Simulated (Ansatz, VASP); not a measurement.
**One calculation of SnTe, two programs**

```
CELL_PARAMETERS angstrom
3.90470 0.00000 0.00000
0.00000 3.90470 0.00000
0.00000 0.00000 3.90470
ATOMIC_POSITIONS crystal
Te 0.50000 0.50000 0.50000
Sn 0.00000 0.00000 0.00000
```

Measurements of this composition are mostly on another form, of space group No. 225.

Alike in both runs: task single point; functional PBE; k mesh 7 × 7 × 7; occupations fermi-dirac, width 0.05 eV; no spin polarisation.

|  | VASP | Ansatz |
| --- | --- | --- |
| version | VASP 6.6.1 | Ansatz 0.2.0 |
| potentials or method | VASP PAW PBE potentials, release 64 (Te, Sn_d) | Ansatz PAW |
| plane-wave cutoff (eV) | 520 | 420 |
| valence electrons in the cell | 20 | 30 |

```tsv
	VASP	Ansatz	Ansatz less VASP
gap on the k mesh at the Fermi level (eV)	none	none	-
pressure (GPa)	-1.1	-1.0	+0.04
```

A gap of «none» marks a metal or a gap that the smearing closes. The functional is the same, so the differences come from potentials, cutoffs and numerics. The two sets of potentials don't hold the same shells in valence.

The runs have no spin-orbit coupling, so splittings on Te are missing.
